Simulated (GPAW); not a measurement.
# Cu (Fm-3m) in GPAW: notebook

One crystal, Cu, is run at these levels: PBE; tasks: single point.

Program: GPAW 26.7.0. These are calculated values, not measurements. Logs are shortened: lines on timing, memory, paths and dates and some standing lists are left out, and cuts for length are marked. The log counts tension as positive stress, the text compression.

### Step 1. The crystal as given

It takes space group Fm-3m (No. 225, cubic). The conventional cell has a = 3.615 Å, b = 3.615 Å, c = 3.615 Å, α = 90.00°, β = 90.00°, γ = 90.00°. Cu (site symmetry m-3m) has 12 Cu at 2.56 Å as nearest neighbours.

### Step 2. Single point, PBE

The input, run.py:

```python
from ase.io import read
from gpaw import PW
from gpaw.dft import DFT

atoms = read('Cu.xyz')

dft = DFT(atoms,
          mode=PW(600),
          xc='PBE',
          kpts={'size': (13, 13, 13), 'gamma': True},
          occupations={'name': 'fermi-dirac', 'width': 0.05},
          nbands=14,
          convergence={'density': 1e-05, 'energy': 1e-05},
          maxiter=150,
          txt='gpaw.txt')
print(f'Energy: {dft.calculate_energy():.6f} eV')
print('Forces (eV/A):')
print(dft.calculate_forces().round(4))
print('Stress (eV/A^3):', dft.calculate_stress().round(6))
dft.write_gpw_file('gs.gpw')
```

The input, Cu.xyz:

```xyz
1
Lattice="0.0000000000 1.8075000000 1.8075000000 1.8075000000 0.0000000000 1.8075000000 1.8075000000 1.8075000000 0.0000000000" Properties=species:S:1:pos:R:3 pbc="T T T"
Cu     0.0000000000      0.0000000000      0.0000000000
```

Potentials or basis: GPAW PAW data sets (gpaw-data 1.2.1), pw.

Command:

```
$ OMP_NUM_THREADS=1 python run.py
```

gpaw.txt:

```text
Diagonalizing LCAO Hamiltonian
Converting LCAO to pw mode

       Cu

Atoms  # Å, Bohr magnetons
|   | symbol |        x |        y |        z |    initial magnetic moments |
|---|--------|----------|----------|----------|-----------------------------|
| 0 |     Cu | 0.000000 | 0.000000 | 0.000000 | ( 0.0000,  0.0000,  0.0000) |

Unit cell  # Å
| periodic |        x |        y |        z |  lengths |    angles |
|----------|----------|----------|----------|----------|-----------|
|      yes | 0.000000 | 1.807500 | 1.807500 | 2.556191 | 60.000000 |
|      yes | 1.807500 | 0.000000 | 1.807500 | 2.556191 | 60.000000 |
|      yes | 1.807500 | 1.807500 | 0.000000 | 2.556191 | 60.000000 |

Number of symmetries: 48
Symmetry operations  # r_c * U_cc + t_c -> r_c
|    | kind |            matrix            |
|----|------|------------------------------|
|  0 |  σ   |  1, 0, 0,  1, 0,-1,  1,-1, 0 |
|  1 |  C2  |  1, 0, 0,  1,-1, 0,  1, 0,-1 |
|  2 |  E   |  1, 0, 0,  0, 1, 0,  0, 0, 1 |
|  3 |  σ   |  1, 0, 0,  0, 0, 1,  0, 1, 0 |
|  4 |  C4  |  1, 0,-1,  1, 0, 0,  1,-1, 0 |
|  5 |  S6  |  1, 0,-1,  1,-1, 0,  1, 0, 0 |
|  6 |  σ   |  1, 0,-1,  0, 1,-1,  0, 0,-1 |
|  7 |  C3  |  1, 0,-1,  0, 0,-1,  0, 1,-1 |
|  8 |  S6  |  1,-1, 0,  1, 0, 0,  1, 0,-1 |
|  9 |  C4  |  1,-1, 0,  1, 0,-1,  1, 0, 0 |
| 10 |  C3  |  1,-1, 0,  0,-1, 1,  0,-1, 0 |
| 11 |  σ   |  1,-1, 0,  0,-1, 0,  0,-1, 1 |
| 12 |  σ   |  0, 1, 0,  1, 0, 0,  0, 0, 1 |
| 13 |  C4  |  0, 1, 0,  0, 1,-1, -1, 1, 0 |
| 14 |  C3  |  0, 1, 0,  0, 0, 1,  1, 0, 0 |
| 15 |  S6  |  0, 1, 0, -1, 1, 0,  0, 1,-1 |
| 16 |  C2  |  0, 1,-1,  1, 0,-1,  0, 0,-1 |
| 17 |  σ   |  0, 1,-1,  0, 1, 0, -1, 1, 0 |
| 18 |  S4  |  0, 1,-1,  0, 0,-1,  1, 0,-1 |
| 19 |  C4  |  0, 1,-1, -1, 1, 0,  0, 1, 0 |
| 20 |  C3  |  0, 0, 1,  1, 0, 0,  0, 1, 0 |
| 21 |  σ   |  0, 0, 1,  0, 1, 0,  1, 0, 0 |
| 22 |  S6  |  0, 0, 1,  0,-1, 1, -1, 0, 1 |
| 23 |  C4  |  0, 0, 1, -1, 0, 1,  0,-1, 1 |
| 24 |  S4  |  0, 0,-1,  1, 0,-1,  0, 1,-1 |
| 25 |  C3  |  0, 0,-1,  0, 1,-1,  1, 0,-1 |
| 26 |  C2  |  0, 0,-1,  0,-1, 0, -1, 0, 0 |
| 27 |  S6  |  0, 0,-1, -1, 0, 0,  0,-1, 0 |
| 28 |  S4  |  0,-1, 1,  1,-1, 0,  0,-1, 0 |
| 29 |  C4  |  0,-1, 1,  0, 0, 1, -1, 0, 1 |
| 30 |  C2  |  0,-1, 1,  0,-1, 0,  1,-1, 0 |
| 31 |  σ   |  0,-1, 1, -1, 0, 1,  0, 0, 1 |
| 32 |  C3  |  0,-1, 0,  1,-1, 0,  0,-1, 1 |
| 33 |  S6  |  0,-1, 0,  0, 0,-1, -1, 0, 0 |
| 34 |  S4  |  0,-1, 0,  0,-1, 1,  1,-1, 0 |
| 35 |  C2  |  0,-1, 0, -1, 0, 0,  0, 0,-1 |
| 36 |  C2  | -1, 1, 0,  0, 1, 0,  0, 1,-1 |
| 37 |  S6  | -1, 1, 0,  0, 1,-1,  0, 1, 0 |
| 38 |  S4  | -1, 1, 0, -1, 0, 1, -1, 0, 0 |
| 39 |  C3  | -1, 1, 0, -1, 0, 0, -1, 0, 1 |
| 40 |  S6  | -1, 0, 1,  0, 0, 1,  0,-1, 1 |
| 41 |  C2  | -1, 0, 1,  0,-1, 1,  0, 0, 1 |
| 42 |  C3  | -1, 0, 1, -1, 1, 0, -1, 0, 0 |
| 43 |  S4  | -1, 0, 1, -1, 0, 0, -1, 1, 0 |
| 44 |  C2  | -1, 0, 0,  0, 0,-1,  0,-1, 0 |
| 45 |  i   | -1, 0, 0,  0,-1, 0,  0, 0,-1 |
| 46 |  σ   | -1, 0, 0, -1, 1, 0, -1, 0, 1 |
| 47 |  C2  | -1, 0, 0, -1, 0, 1, -1, 1, 0 |

BZ-sampling:
  Number of BZ points: 2197
  Number of IBZ points: 84

  Monkhorst-Pack size: [13, 13, 13]
  Monkhorst-Pack shift: [0, 0, 0]

K-points  # in reciprocal-cell coordinates
|     |                                coordinates |     weight |
|-----|--------------------------------------------|------------|
|   0 | (  0.00000000,   0.00000000,   0.00000000) | 0.00045517 |
|   1 | (  0.07692308,   0.07692308,   0.00000000) | 0.00273100 |
|   2 | (  0.07692308,   0.07692308,   0.07692308) | 0.00364133 |
|   3 | (  0.15384615,   0.07692308,   0.07692308) | 0.00546199 |
|   4 | (  0.15384615,   0.15384615,   0.00000000) | 0.00273100 |
|   5 | (  0.15384615,   0.15384615,   0.07692308) | 0.01092399 |
|   6 | (  0.15384615,   0.15384615,   0.15384615) | 0.00364133 |
|   7 | (  0.23076923,   0.15384615,   0.07692308) | 0.01092399 |
|   8 | (  0.23076923,   0.15384615,   0.15384615) | 0.01092399 |
|   9 | (  0.23076923,   0.23076923,   0.00000000) | 0.00273100 |
| ... |                                            |            |
|  83 | (  0.46153846,   0.46153846,   0.46153846) | 0.00364133 |

Plane wave coefficients: 411
Cutoff: 600.0 eV

Spin-components: 1 (collinear spins)
Bands:           14
Projectors:      6
Spin-degeneracy: 2
Datatype:        complex128

Density:
  Valence electrons: 11.0
  Components: 1
  Grid points: [15 15 15]
  Charge: 0.0  # |e|

Potential:
  Grid points: [15 15 15]

species:
  Cu:
    name:    Copper
    Z:       29.0
    valence: 11
    core:    18
    charge:  0.0  # [|e|]
    compensation charges:
      type: gauss
      rc: 0.33  # [Å]
      lmax: 2
    cutoffs:
      filter: 2.06  # [Å]
      core: 2.43  # [Å]
    projectors
    | kind |    occ | energy [eV] | rcut [Å] |
    |------|--------|-------------|----------|
    |   4s |  1.000 |      -4.609 |    1.164 |
    |   4p |  0.000 |      -0.698 |    1.164 |
    |   3d | 10.000 |      -5.039 |    1.058 |
    |    s |        |      22.603 |    1.164 |
    |    p |        |      26.513 |    1.164 |
    |    d |        |      22.172 |    1.058 |

    Using partial waves for Cu as LCAO basis

Reference energy: -45021.451841  # eV

eigensolver:
  PPCG
  Converge bands: occupied
  niter=2

density mixing:
  MSR1-Mixer
  Pratt-step length: 0.05
  Maximum mixing coefficient: 0.75
  Old densities: 10
  SVD Regularization: 0.005
  Good broyden scale: 1.0
  Trust region scale: 1.0
  Backstep threshold: 4.0
  History deletion threshold: 6.0
  Fourier metric: weight=20.0, sigma=0.015

occupation numbers:
  Fermi-Dirac:
    width: 0.0500  # eV

poisson solver:
  ecut: 4800.0  # eV

xc functional:
  name: PBE with 2 nearest neighbor stencil

convergence criteria:
- Maximum integral of absolute [dens]ity change: 1e-05 electrons / valence electron
- Maximum [total energy] change in last 3 cyles: 1e-05 eV / valence electron
- Maximum integral of absolute [eigenst]ate change: 4e-08 eV^2 / valence electron
maximum number of iterations: 150

SCF iterations
|iter     | |      energy | eigst |  dens |
|---------|-|-------------|-------|-------|
|iter:   1| |   -4.630651 | -0.41 |       |
|iter:   2| |   -4.257839 | -2.97 | -0.89 |
|iter:   3| |   -3.689989 | -1.94 | -0.99 |
|iter:   4| |   -3.679952 | -4.16 | -1.79 |
|iter:   5| |   -3.672693 | -3.55 | -1.95 |
|iter:   6| |   -3.672700 | -6.50 | -3.54 |
|iter:   7| |   -3.672697c| -6.20 | -3.56 |
|iter:   8| |   -3.672697c| -8.84c| -4.48 |
|iter:   9| |   -3.672697c| -8.32c| -5.10c|
SCF steps: 9
Energy contributions relative to reference atoms: (reference = -45021.451841)

Energy contributions:
  Kinetic:         -11.937422
  Coulomb:           9.312259
  Zero:              0.051865
  External:          0.000000
  Xc:               -1.098040
  Entropy:          -0.002719
  Spinorbit:         0.000000
  ----------------------------
  Free energy:      -3.674057
  Extrapolated:     -3.672697

Forces  # eV/Ang
|       x |       y |        z |
|---------|---------|----------|
| 0.00000 | 0.00000 | -0.00000 |  # Cu   0

Stress tensor  # eV/Ang^3
|         x |         y |         z |
|-----------|-----------|-----------|
| -0.019116 | -0.000000 |  0.000000 |
| -0.000000 | -0.019116 |  0.000000 |
|  0.000000 |  0.000000 | -0.019116 |

Writing to gs.gpw (mode='')

  __  _  _
 | _ |_)|_||  |
 |__||  | ||/\| - 26.7.0

Input parameters:
  mode=PW(ecut=600.0),
  convergence={'density': 1e-05, 'energy': 1e-05},
  kpts=MonkhorstPack(size=(13, 13, 13), gamma=True),
  maxiter=150,
  nbands=14,
  occupations=Occupations(name='fermi-dirac', width=0.05),
  xc=XC(name='PBE')
# Writing to gs.gpw (mode='')
```

Wall time 8.3 s (1 thread of Arm Neoverse V2, shared host); peak memory 0.13 GiB.

What came out:

| Quantity | Value |
| --- | --- |
| Free energy | -3.6741 eV |
| Pressure | 3.1 GPa |
| Band gap on the k mesh | none (metal or under the smearing width) |

Caveat: with this Cu data set, volumes or pressures lay over 1.5 % or 2 GPa off other programs in two to four cells of ten.

### Step 3. Single point, PBE

The input, run.py:

```python
from ase.dft.bandgap import bandgap
from ase.io import read, write
from ase.units import GPa
from gpaw import GPAW, PW

atoms = read('Cu.cif')

calc = GPAW(mode=PW(500),
            xc='PBE',
            kpts={'size': (6, 6, 6), 'gamma': True},
            occupations={'name': 'fermi-dirac', 'width': 0.01},
            nbands=42,
            convergence={'density': 1e-05, 'energy': 1e-05},
            maxiter=150,
            txt='gpaw.txt')
atoms.calc = calc
energy = atoms.get_potential_energy()
forces = atoms.get_forces()
stress = atoms.get_stress()
calc.write('gs.gpw')
write('result.traj', atoms)
print(f'Energy: {energy:.6f} eV')
print('Forces (eV/A):')
print(forces.round(4))
print('Stress (GPa):', (stress / GPa).round(3))
print('Fermi level:', round(calc.get_fermi_level(), 4), 'eV')
print(f'Gap: {bandgap(calc)[0]:.4f} eV, direct: {bandgap(calc, direct=True)[0]:.4f} eV')
```

The input, Cu.cif:

```cif
data_Cu
_cell_length_a 3.61500000
_cell_length_b 3.61500000
_cell_length_c 3.61500000
_cell_angle_alpha 90.00000000
_cell_angle_beta 90.00000000
_cell_angle_gamma 90.00000000
_space_group_name_H-M_alt 'Fm-3m'
_space_group_name_Hall '-F 4 2 3'
_space_group_IT_number 225
loop_
_space_group_symop_operation_xyz
'x,y,z'
'-x,-y,-z'
'-y,x,z'
'y,-x,-z'
'-x,-y,z'
'x,y,-z'
'y,-x,z'
'-y,x,-z'
'x,-y,-z'
'-x,y,z'
'-y,-x,-z'
'y,x,z'
'-x,y,-z'
'x,-y,z'
'y,x,-z'
'-y,-x,z'
'z,x,y'
'-z,-x,-y'
'z,-y,x'
'-z,y,-x'
'z,-x,-y'
'-z,x,y'
'z,y,-x'
'-z,-y,x'
'-z,x,-y'
'z,-x,y'
'-z,-y,-x'
'z,y,x'
'-z,-x,y'
'z,x,-y'
'-z,y,x'
'z,-y,-x'
'y,z,x'
'-y,-z,-x'
'x,z,-y'
'-x,-z,y'
'-y,z,-x'
'y,-z,x'
'-x,z,y'
'x,-z,-y'
'-y,-z,x'
'y,z,-x'
'-x,-z,-y'
'x,z,y'
'y,-z,-x'
'-y,z,x'
'x,-z,y'
'-x,z,-y'
'x,y+1/2,z+1/2'
'-x,-y+1/2,-z+1/2'
'-y,x+1/2,z+1/2'
[... 62 lines left out ...]
'-z+1/2,-x,-y+1/2'
'z+1/2,-y,x+1/2'
'-z+1/2,y,-x+1/2'
'z+1/2,-x,-y+1/2'
'-z+1/2,x,y+1/2'
'z+1/2,y,-x+1/2'
'-z+1/2,-y,x+1/2'
'-z+1/2,x,-y+1/2'
'z+1/2,-x,y+1/2'
'-z+1/2,-y,-x+1/2'
'z+1/2,y,x+1/2'
'-z+1/2,-x,y+1/2'
'z+1/2,x,-y+1/2'
'-z+1/2,y,x+1/2'
'z+1/2,-y,-x+1/2'
'y+1/2,z,x+1/2'
'-y+1/2,-z,-x+1/2'
'x+1/2,z,-y+1/2'
'-x+1/2,-z,y+1/2'
'-y+1/2,z,-x+1/2'
'y+1/2,-z,x+1/2'
'-x+1/2,z,y+1/2'
'x+1/2,-z,-y+1/2'
'-y+1/2,-z,x+1/2'
'y+1/2,z,-x+1/2'
'-x+1/2,-z,-y+1/2'
'x+1/2,z,y+1/2'
'y+1/2,-z,-x+1/2'
'-y+1/2,z,x+1/2'
'x+1/2,-z,y+1/2'
'-x+1/2,z,-y+1/2'
'x+1/2,y+1/2,z'
'-x+1/2,-y+1/2,-z'
'-y+1/2,x+1/2,z'
'y+1/2,-x+1/2,-z'
'-x+1/2,-y+1/2,z'
'x+1/2,y+1/2,-z'
'y+1/2,-x+1/2,z'
'-y+1/2,x+1/2,-z'
'x+1/2,-y+1/2,-z'
'-x+1/2,y+1/2,z'
'-y+1/2,-x+1/2,-z'
'y+1/2,x+1/2,z'
'-x+1/2,y+1/2,-z'
'x+1/2,-y+1/2,z'
'y+1/2,x+1/2,-z'
'-y+1/2,-x+1/2,z'
'z+1/2,x+1/2,y'
'-z+1/2,-x+1/2,-y'
'z+1/2,-y+1/2,x'
'-z+1/2,y+1/2,-x'
'z+1/2,-x+1/2,-y'
'-z+1/2,x+1/2,y'
'z+1/2,y+1/2,-x'
'-z+1/2,-y+1/2,x'
'-z+1/2,x+1/2,-y'
'z+1/2,-x+1/2,y'
'-z+1/2,-y+1/2,-x'
'z+1/2,y+1/2,x'
'-z+1/2,-x+1/2,y'
'z+1/2,x+1/2,-y'
'-z+1/2,y+1/2,x'
'z+1/2,-y+1/2,-x'
'y+1/2,z+1/2,x'
'-y+1/2,-z+1/2,-x'
'x+1/2,z+1/2,-y'
'-x+1/2,-z+1/2,y'
'-y+1/2,z+1/2,-x'
'y+1/2,-z+1/2,x'
'-x+1/2,z+1/2,y'
'x+1/2,-z+1/2,-y'
'-y+1/2,-z+1/2,x'
'y+1/2,z+1/2,-x'
'-x+1/2,-z+1/2,-y'
'x+1/2,z+1/2,y'
'y+1/2,-z+1/2,-x'
'-y+1/2,z+1/2,x'
'x+1/2,-z+1/2,y'
'-x+1/2,z+1/2,-y'
loop_
_atom_site_label
_atom_site_type_symbol
_atom_site_symmetry_multiplicity
_atom_site_Wyckoff_symbol
_atom_site_fract_x
_atom_site_fract_y
_atom_site_fract_z
_atom_site_occupancy
Cu1 Cu 4 a 0.0000000000 0.0000000000 0.0000000000 1
```

Potentials or basis: GPAW PAW data sets (gpaw-data 1.2.1), pw.

Command:

```
$ OMP_NUM_THREADS=1 python run.py
```

It took 16 s on 1 thread of Arm Neoverse V2, shared host; peak memory 0.16 GiB.

The run converged. Its results:

* Free energy: -14.6295 eV
* Pressure: 2.0 GPa
* Band gap on the k mesh: none (metal or under the smearing width)

Levels at points of the mesh, in eV from the Fermi level:
```
           k point  band 18  band 19  band 20  band 21  band 22  band 23  band 24  band 25  band 26  band 27
(0.00, 0.00, 0.00)    -1.53    -1.53    -1.53    -1.53     1.43     1.43     1.43     7.09     7.09     7.09
(0.50, 0.00, 0.00)    -2.29    -1.97    -1.97    -1.53    -1.53     6.16     6.16     6.16     6.16     8.28
(0.50, 0.50, 0.00)    -2.24    -2.24    -2.24    -0.35    -0.35    -0.35    -0.35     9.68     9.68     9.68
(0.50, 0.50, 0.50)    -1.67    -1.67    -1.67    -1.07    -1.07    -1.07    -1.07     3.73     3.73     3.73
```

Caveat: with this Cu data set, volumes or pressures lay over 1.5 % or 2 GPa off other programs in two to four cells of ten; the cutoff is short for stress and forces, so pressures can be off by a GPa or more.
